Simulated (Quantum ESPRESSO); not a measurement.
# Hf (Im-3m) in Quantum ESPRESSO: further runs

The runs below take Hf through phonons, with LDA.

Program: Quantum ESPRESSO 7.5. These are calculated values, not measurements. Logs are shortened: lines on timing, memory, paths and dates and some standing lists are left out, and cuts for length are marked.

**1. The structure**

The structure is cubic, space group Im-3m (No. 229). The conventional cell has a = 3.610 Å, b = 3.610 Å, c = 3.610 Å, α = 90.00°, β = 90.00°, γ = 90.00°. Hf (site symmetry m-3m) has 8 Hf at 3.13 Å as nearest neighbours.

This isn't the form of Hf at room conditions, which is hcp.

**2. Phonons, LDA, target pressure 8 GPa, at which the enthalpy is minimised**

pw.in reads:

```
&CONTROL
  calculation = 'scf'
  prefix = 'pwscf'
  outdir = './tmp'
  pseudo_dir = './pseudo'
  tprnfor = .true.
  tstress = .true.
  disk_io = 'low'
/
&SYSTEM
  ibrav = 0
  nat = 1
  ntyp = 1
  ecutwfc = 45
  ecutrho = 360
  nbnd = 12
  occupations = 'smearing'
  smearing = 'mv'
  degauss = 0.01469973
/
&ELECTRONS
  conv_thr = 2d-10
  electron_maxstep = 120
  mixing_beta = 0.5
/
ATOMIC_SPECIES
Hf   178.4900 hf_lda_v1.uspp.F.UPF
CELL_PARAMETERS angstrom
  -1.8050000000    1.8050000000    1.8050000000
   1.8050000000   -1.8050000000    1.8050000000
   1.8050000000    1.8050000000   -1.8050000000
ATOMIC_POSITIONS angstrom
Hf     0.0000000000    0.0000000000    0.0000000000
K_POINTS automatic
10 10 10 0 0 0
```

relax.in reads:

```
&CONTROL
  calculation = 'vc-relax'
  prefix = 'pwscf'
  outdir = './tmp'
  pseudo_dir = './pseudo'
  tprnfor = .true.
  tstress = .true.
  disk_io = 'low'
  nstep = 40
  forc_conv_thr = 0.0001
  etot_conv_thr = 1d-06
/
&SYSTEM
  ibrav = 0
  nat = 1
  ntyp = 1
  ecutwfc = 45
  ecutrho = 360
  nbnd = 12
  occupations = 'smearing'
  smearing = 'mv'
  degauss = 0.01469973
/
&ELECTRONS
  conv_thr = 2d-10
  electron_maxstep = 120
  mixing_beta = 0.5
/
&IONS
  ion_dynamics = 'bfgs'
/
&CELL
  cell_dynamics = 'bfgs'
  press = 80
  press_conv_thr = 0.2
/
ATOMIC_SPECIES
Hf   178.4900 hf_lda_v1.uspp.F.UPF
CELL_PARAMETERS angstrom
  -1.8050000000    1.8050000000    1.8050000000
   1.8050000000   -1.8050000000    1.8050000000
   1.8050000000    1.8050000000   -1.8050000000
ATOMIC_POSITIONS angstrom
Hf     0.0000000000    0.0000000000    0.0000000000
K_POINTS automatic
10 10 10 0 0 0
```

scf2.in reads:

```
&CONTROL
  calculation = 'scf'
  prefix = 'pwscf'
  outdir = './tmp'
  pseudo_dir = './pseudo'
  tprnfor = .true.
  tstress = .true.
  disk_io = 'low'
/
&SYSTEM
  ibrav = 0
  nat = 1
  ntyp = 1
  ecutwfc = 45
  ecutrho = 360
  nbnd = 12
  occupations = 'smearing'
  smearing = 'mv'
  degauss = 0.01469973
/
&ELECTRONS
  conv_thr = 1d-13
  electron_maxstep = 120
  mixing_beta = 0.5
  startingpot = 'file'
  startingwfc = 'file'
/
ATOMIC_SPECIES
Hf   178.4900 hf_lda_v1.uspp.F.UPF
CELL_PARAMETERS angstrom
  -1.6870255470    1.6870255470    1.6870255470
   1.6870255470   -1.6870255470    1.6870255470
   1.6870255470    1.6870255470   -1.6870255470
ATOMIC_POSITIONS angstrom
Hf     0.0000000000    0.0000000000    0.0000000000
K_POINTS automatic
10 10 10 0 0 0
```

ph.in reads:

```
phonons of Hf
&INPUTPH
  prefix = 'pwscf'
  outdir = './tmp'
  tr2_ph = 1d-18
  fildyn = 'dyn'
  niter_ph = 90
  alpha_mix(1) = 0.4
/
0.4330127019 0.4330127019 0.0000000000
```

Potentials or basis: GBRV 1.5 LDA.

The run is started by

```console
> OMP_NUM_THREADS=1 pw.x -in pw.in > pw.out
> OMP_NUM_THREADS=1 pw.x -in relax.in > relax.out
> OMP_NUM_THREADS=1 pw.x -in scf2.in > scf2.out
> OMP_NUM_THREADS=1 ph.x -in ph.in > ph.out
```

pw.out:

```text
This program is part of the open-source Quantum ESPRESSO suite
     for quantum simulation of materials; please cite
[... 9 lines left out ...]
     --------------------
     sticks:   dense  smooth     PW     G-vecs:    dense   smooth      PW
     Sum         941     471    173                18245     6531    1505

     Using Slab Decomposition

     bravais-lattice index     =            0
     lattice parameter (alat)  =       5.9079  a.u.
     unit-cell volume          =     158.7407 (a.u.)^3
     number of atoms/cell      =            1
     number of atomic types    =            1
     number of electrons       =        12.00
     number of Kohn-Sham states=           12
     kinetic-energy cutoff     =      45.0000  Ry
     charge density cutoff     =     360.0000  Ry
     scf convergence threshold =      2.0E-10
     mixing beta               =       0.5000
     number of iterations used =            8  plain     mixing
     Exchange-correlation= SLA  PZ   NOGX NOGC
                           (   1   1   0   0   0   0   0)

     celldm(1)=   5.907948  celldm(2)=   0.000000  celldm(3)=   0.000000
     celldm(4)=   0.000000  celldm(5)=   0.000000  celldm(6)=   0.000000

     crystal axes: (cart. coord. in units of alat)
               a(1) = (  -0.577350   0.577350   0.577350 )
               a(2) = (   0.577350  -0.577350   0.577350 )
               a(3) = (   0.577350   0.577350  -0.577350 )

     reciprocal axes: (cart. coord. in units 2 pi/alat)
               b(1) = ( -0.000000  0.866025  0.866025 )
               b(2) = (  0.866025 -0.000000  0.866025 )
               b(3) = (  0.866025  0.866025  0.000000 )

     PseudoPot. # 1 for Hf read from file:
     hf_lda_v1.uspp.F.UPF
     Pseudo is Ultrasoft + core correction, Zval = 12.0
     Generated by new atomic code, or converted to UPF format
     Using radial grid of  921 points,  8 beta functions with:
                l(1) =   0
                l(2) =   0
                l(3) =   0
                l(4) =   1
                l(5) =   1
                l(6) =   2
                l(7) =   2
                l(8) =   3
     Q(r) pseudized with  6 coefficients,  rinner =    1.200   1.200   1.200
                                                       1.200   1.200   1.200
                                                       1.200

     atomic species   valence    mass     pseudopotential
     Hf               12.00   178.49000     Hf( 1.00)

     48 Sym. Ops., with inversion, found

   Cartesian axes

     site n.     atom                  positions (alat units)
         1        Hf     tau(   1) = (   0.0000000   0.0000000   0.0000000  )

     number of k points=    47  Marzari-Vanderbilt smearing, width (Ry)=  0.0147
                       cart. coord. in units 2pi/alat
        k(    1) = (   0.0000000   0.0000000   0.0000000), wk =   0.0020000
        k(    2) = (   0.0866025   0.0866025   0.0000000), wk =   0.0240000
        k(    3) = (   0.1732051   0.1732051   0.0000000), wk =   0.0240000
        k(    4) = (   0.2598076   0.2598076   0.0000000), wk =   0.0240000
        k(    5) = (   0.3464102   0.3464102   0.0000000), wk =   0.0240000
        k(    6) = (  -0.4330127  -0.4330127   0.0000000), wk =   0.0120000
[... 39 lines left out ...]
        k(   46) = (  -0.8660254  -0.0866025  -0.0866025), wk =   0.0240000
        k(   47) = (  -0.8660254  -0.8660254  -0.8660254), wk =   0.0020000

     Dense  grid:    18245 G-vectors     FFT dimensions: (  36,  36,  36)

     Smooth grid:     6531 G-vectors     FFT dimensions: (  25,  25,  25)

     Initial potential from superposition of free atoms

     starting charge      10.0000, renormalised to      12.0000

     negative rho (up, down):  1.291E-01 0.000E+00
     Starting wfcs are   13 randomized atomic wfcs

     Self-consistent Calculation

     iteration #  1     ecut=    45.00 Ry     beta= 0.50
     Davidson diagonalization with overlap
     ethr =  1.00E-02,  avg # of iterations =  3.6

     negative rho (up, down):  1.128E-01 0.000E+00
[... 67 lines left out ...]
     iteration #  9     ecut=    45.00 Ry     beta= 0.50
     Davidson diagonalization with overlap
     ethr =  4.82E-12,  avg # of iterations =  1.8

     negative rho (up, down):  1.120E-01 0.000E+00

     End of self-consistent calculation

          k = 0.0000 0.0000 0.0000 (   791 PWs)   bands (ev):

   -48.3511 -16.6567 -16.6567 -16.6567   6.4258  14.6951  14.6951  14.6951
    17.3467  17.3467  26.3100  26.3100
[... 18 lines left out ...]
   -48.3019 -17.2937 -16.8659 -16.6588   9.8225  12.9618  13.7956  17.2120
    17.9153  19.3653  23.5801  24.1413

          k =-0.4330-0.4330 0.0000 (   814 PWs)   bands (ev):

   -48.2967 -17.3571 -16.8875 -16.6591  10.0426  12.8190  14.2660  17.1311
    18.0849  20.3981  22.6846  23.5612

          k = 0.1732 0.0866 0.0866 (   811 PWs)   bands (ev):
[... 81 lines left out ...]
   -48.2929 -17.1011 -17.1011 -16.8058  11.9394  12.8248  12.8248  18.0250
    18.0250  19.2075  23.5180  23.5180

          k =-0.0000-0.1732 0.3464 (   822 PWs)   bands (ev):

   -48.3112 -17.1151 -16.8339 -16.7115   9.2555  13.5062  13.6754  16.1031
    17.4538  18.0597  24.9606  27.2023

          k = 0.0866-0.0866 0.3464 (   814 PWs)   bands (ev):
[... 46 lines left out ...]
   -48.3152 -16.9427 -16.8232 -16.8232   8.9071  14.2368  14.6704  14.6704
    16.0145  18.2070  25.9232  29.4610

          k =-0.0000-0.0866 0.4330 (   807 PWs)   bands (ev):

   -48.2997 -17.0922 -16.8982 -16.8451  10.0375  13.1603  14.5312  15.2503
    17.2387  17.9633  25.1226  28.6824

          k = 0.0000-0.1732 0.5196 (   805 PWs)   bands (ev):
[... 21 lines left out ...]
   -48.2744 -17.1685 -17.1685 -16.8772  11.9708  11.9708  13.5021  17.6820
    17.6820  21.0853  22.8861  22.8861

          k =-0.0000-0.0000 0.5196 (   799 PWs)   bands (ev):

   -48.2855 -17.0929 -16.9765 -16.9765  10.8883  12.4585  15.4690  15.4690
    17.4509  17.4574  26.0730  27.2935

          k = 0.0000-0.0866 0.6062 (   803 PWs)   bands (ev):
[... 26 lines left out ...]
   -48.2552 -17.1527 -17.1527 -17.1527  10.9175  10.9175  19.6309  19.6309
    19.6309  20.1363  20.1363  20.1363

     the Fermi energy is    13.2699 ev

!    total energy              =    -158.55852801 Ry
     estimated scf accuracy    <          4.8E-11 Ry
     smearing contrib. (-TS)   =       0.00038861 Ry
     internal energy E=F+TS    =    -158.55891662 Ry

     The total energy is F=E-TS. E is the sum of the following terms:
     one-electron contribution =     -20.81960699 Ry
     hartree contribution      =      14.28411641 Ry
     xc contribution           =     -75.20483475 Ry
     ewald contribution        =     -76.81859129 Ry

     convergence has been achieved in   9 iterations

     negative rho (up, down):  1.120E-01 0.000E+00

     Forces acting on atoms (cartesian axes, Ry/au):

     atom    1 type  1   force =     0.00000000    0.00000000    0.00000000

     Total force =     0.000000     Total SCF correction =     0.000000

     Computing stress (Cartesian axis) and pressure

     negative rho (up, down):  1.120E-01 0.000E+00
          total   stress  (Ry/bohr**3)                   (kbar)     P=     -126.90
  -0.00086266   0.00000000   0.00000000         -126.90        0.00        0.00
   0.00000000  -0.00086266   0.00000000            0.00     -126.90        0.00
   0.00000000   0.00000000  -0.00086266            0.00        0.00     -126.90

=------------------------------------------------------------------------------=
   JOB DONE.
=------------------------------------------------------------------------------=
```

Wall time 4.1 min (1 thread of AMD EPYC 7R43 (Zen 3), shared host); peak memory 0.16 GiB.

Results:

```yaml
Free_energy: -2157.3969 eV
Relaxed_volume: 19.21 Å³/atom
Relaxed_cell: a = 2.922 Å, b = 2.922 Å, c = 2.922 Å, α = 109.47°, β = 109.47°, γ = 109.47°
Space_group_after_relaxing_to_0.05_Å: Im-3m (No. 229)
Pressure_after_relaxing: 7.7 GPa
Band_gap_on_the_k_mesh: none (metal or under the smearing width)
Highest_phonon_frequency_at_the_q_point_run: 103 cm⁻¹
Most_unstable_mode: 76i cm⁻¹
```

The path:
| step | energy change (eV) | largest force (eV/Å) | pressure (GPa) | volume (Å³) |
| --- | --- | --- | --- | --- |
| 1 | 0.0000 | 0.0000 | -12.69 | 23.52 |
| 2 | -0.1262 | 0.0000 | -3.45 | 21.13 |
| 3 | -0.0761 | 0.0000 | 11.23 | 18.77 |
| 4 | -0.1042 | 0.0000 | 7.75 | 19.24 |
| 5 | -0.1025 | 0.0000 | 7.99 | 19.21 |
| 6 | -0.1024 | 0.0000 | 8.00 | 19.21 |

Final structure:
```xyz
1
Lattice="-1.6870 1.6870 1.6870 1.6870 -1.6870 1.6870 1.6870 1.6870 -1.6870" Properties=species:S:1:pos:R:3 pbc="T T T"
Hf    0.0000    0.0000    0.0000
```

Phonon frequencies in cm⁻¹ (negative: imaginary):
```tsv
q point	frequencies
(0.000, 0.000, 0.500)	-76 82 103
```

Phonon modes at q = (0.000, 0.000, 0.500) in reciprocal lattice units:
```
mode  symmetry  cm⁻¹
   1      B_2u   -76
   2      B_1u    82
   3      B_3u   103
```

Caveat: the mesh is thin for the phonons of a metal; some modes are imaginary; the volume moved by over 15 % at a fixed basis, so the end points are rough; the cell is more than 3 GPa from zero pressure, which shifts response properties.

**3. Phonons, LDA, target pressure 15 GPa, at which the enthalpy is minimised**

pw.in is that of step 2.

Edit relax.in of step 2 so:

```diff
@@ -33,3 +33,3 @@
   cell_dynamics = 'bfgs'
-  press = 80
+  press = 150
   press_conv_thr = 0.2
```

Edit scf2.in of step 2 so:

```diff
@@ -30,5 +30,5 @@
 CELL_PARAMETERS angstrom
-  -1.6870255470    1.6870255470    1.6870255470
-   1.6870255470   -1.6870255470    1.6870255470
-   1.6870255470    1.6870255470   -1.6870255470
+  -1.6603322900    1.6603322900    1.6603322900
+   1.6603322900   -1.6603322900    1.6603322900
+   1.6603322900    1.6603322900   -1.6603322900
 ATOMIC_POSITIONS angstrom
```

Edit ph.in of step 2 so:

```diff
@@ -9,2 +9,2 @@
 /
-0.4330127019 0.4330127019 0.0000000000
+0.4330127019 0.4330127019 -0.0000000000
```

Potentials or basis: GBRV 1.5 LDA.

The run is started by

```console
> OMP_NUM_THREADS=1 pw.x -in pw.in > pw.out
> OMP_NUM_THREADS=1 pw.x -in relax.in > relax.out
> OMP_NUM_THREADS=1 pw.x -in scf2.in > scf2.out
> OMP_NUM_THREADS=1 ph.x -in ph.in > ph.out
```

pw.out:

```text
This program is part of the open-source Quantum ESPRESSO suite
     for quantum simulation of materials; please cite
[... 9 lines left out ...]
     --------------------
     sticks:   dense  smooth     PW     G-vecs:    dense   smooth      PW
     Sum         941     471    173                18245     6531    1505

     Using Slab Decomposition

     bravais-lattice index     =            0
     lattice parameter (alat)  =       5.9079  a.u.
     unit-cell volume          =     158.7407 (a.u.)^3
     number of atoms/cell      =            1
     number of atomic types    =            1
     number of electrons       =        12.00
     number of Kohn-Sham states=           12
     kinetic-energy cutoff     =      45.0000  Ry
     charge density cutoff     =     360.0000  Ry
     scf convergence threshold =      2.0E-10
     mixing beta               =       0.5000
[... 181 lines left out ...]
     ethr =  4.82E-12,  avg # of iterations =  1.8

     negative rho (up, down):  1.120E-01 0.000E+00

     End of self-consistent calculation

          k = 0.0000 0.0000 0.0000 (   791 PWs)   bands (ev):

   -48.3511 -16.6567 -16.6567 -16.6567   6.4258  14.6951  14.6951  14.6951
    17.3467  17.3467  26.3100  26.3100
[... 228 lines left out ...]
   -48.2552 -17.1527 -17.1527 -17.1527  10.9175  10.9175  19.6309  19.6309
    19.6309  20.1363  20.1363  20.1363

     the Fermi energy is    13.2699 ev

!    total energy              =    -158.55852801 Ry
     estimated scf accuracy    <          4.8E-11 Ry
     smearing contrib. (-TS)   =       0.00038861 Ry
     internal energy E=F+TS    =    -158.55891662 Ry

     The total energy is F=E-TS. E is the sum of the following terms:
     one-electron contribution =     -20.81960699 Ry
     hartree contribution      =      14.28411641 Ry
     xc contribution           =     -75.20483475 Ry
     ewald contribution        =     -76.81859129 Ry

     convergence has been achieved in   9 iterations

     negative rho (up, down):  1.120E-01 0.000E+00

     Forces acting on atoms (cartesian axes, Ry/au):

     atom    1 type  1   force =     0.00000000    0.00000000    0.00000000

     Total force =     0.000000     Total SCF correction =     0.000000

     Computing stress (Cartesian axis) and pressure

     negative rho (up, down):  1.120E-01 0.000E+00
          total   stress  (Ry/bohr**3)                   (kbar)     P=     -126.90
  -0.00086266   0.00000000   0.00000000         -126.90        0.00        0.00
   0.00000000  -0.00086266   0.00000000            0.00     -126.90        0.00
   0.00000000   0.00000000  -0.00086266            0.00        0.00     -126.90

=------------------------------------------------------------------------------=
   JOB DONE.
=------------------------------------------------------------------------------=
```

relax.out:

```text
This program is part of the open-source Quantum ESPRESSO suite
     for quantum simulation of materials; please cite
[... 9 lines left out ...]
     --------------------
     sticks:   dense  smooth     PW     G-vecs:    dense   smooth      PW
     Sum         941     471    173                18245     6531    1505
[... 2785 lines left out ...]
   0.00099311   0.00000000   0.00000000          146.09        0.00        0.00
   0.00000000   0.00099311   0.00000000            0.00      146.09        0.00
   0.00000000   0.00000000   0.00099311            0.00        0.00      146.09

=------------------------------------------------------------------------------=
   JOB DONE.
=------------------------------------------------------------------------------=
```

Run time: 3.6 min. Hardware: 1 thread of AMD EPYC 7R43 (Zen 3), shared host; peak memory 0.18 GiB.

Results:

```yaml
Free_energy: -2157.3329 eV
Relaxed_volume: 18.31 Å³/atom
Relaxed_cell: a = 2.876 Å, b = 2.876 Å, c = 2.876 Å, α = 109.47°, β = 109.47°, γ = 109.47°
Space_group_after_relaxing_to_0.05_Å: Im-3m (No. 229)
Pressure_after_relaxing: 14.6 GPa
Band_gap_on_the_k_mesh: none (metal or under the smearing width)
Highest_phonon_frequency_at_the_q_point_run: 108 cm⁻¹
Most_unstable_mode: 72i cm⁻¹
```

Step by step:
```
step  energy change (eV)  largest force (eV/Å)  pressure (GPa)  volume (Å³)
   1              0.0000                0.0000          -12.69        23.52
   2             -0.1330                0.0000            0.69        20.36
   3              0.0160                0.0000           19.65        17.80
   4             -0.0440                0.0000           14.49        18.37
   5             -0.0387                0.0000           14.98        18.31
   6             -0.0385                0.0000           15.00        18.31
```

Final structure:
```xyz
1
Lattice="-1.6603 1.6603 1.6603 1.6603 -1.6603 1.6603 1.6603 1.6603 -1.6603" Properties=species:S:1:pos:R:3 pbc="T T T"
Hf    0.0000    0.0000    0.0000
```

Levels at points of the mesh, in eV from the Fermi level:
```csv
k point,band 2,band 3,band 4,band 5,band 6,band 7,band 8,band 9,band 10,band 11
"(0.00, 0.00, 0.00)",-29.03,-29.03,-29.03,-7.66,1.53,1.53,1.53,4.95,4.95,14.13
"(0.00, 0.00, -0.50)",-30.61,-29.53,-29.05,-4.12,-1.01,2.10,4.91,6.13,9.47,11.40
"(-0.50, -0.50, -0.50)",-30.11,-30.11,-30.11,-3.61,-3.61,8.32,8.32,8.32,9.00,9.00
```

Phonon frequencies in cm⁻¹ (negative: imaginary):
| q point | frequencies |
| --- | --- |
| (0.000, 0.000, 0.500) | -72 83 108 |

Phonon modes at q = (0.000, 0.000, 0.500) in reciprocal lattice units:
```tsv
mode	symmetry	cm⁻¹
1	B_2u	-72
2	B_1u	83
3	B_3u	108
```

Caveat: the mesh is thin for the phonons of a metal; some modes are imaginary; the volume moved by over 15 % at a fixed basis, so the end points are rough; the cell is more than 3 GPa from zero pressure, which shifts response properties. The run has no spin-orbit coupling, so splittings on Hf are missing.
